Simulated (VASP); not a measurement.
Input:

```xyz
5
Lattice="4.1435 0.0000 0.0000 0.0000 4.1435 0.0000 0.0000 0.0000 4.1435" Properties=species:S:1:pos:R:3 pbc="T T T"
Ba     2.0717     2.0717     2.0717
Sn     0.0000     0.0000     0.0000
O      0.0000     2.0717     0.0000
O      2.0717     0.0000     0.0000
O      0.0000     0.0000     2.0717
```

All values below come from PBE GGA, VASP's PBE PAW potentials (set 64) (plane waves; VASP 6.6.1). Settings: 400 eV cut-off, 6×6×6 Γ-centred mesh shifted by (0.5, 0.5, 0.5), Fermi-Dirac smearing of 0.050 eV, potentials Ba_sv Sn_d O.

### Question
What does the run give for the energy per atom (σ→0)?

### Answer

| Quantity | Value |
|---|---|
| energy per atom (σ→0) | -6.290 eV/atom |

The absolute energy has meaning only against runs of the same code, potentials and settings.

The structure comes from a computed database's BaSnO3 entry; how it stands against other phases isn't given here. The cell was not relaxed at this level.
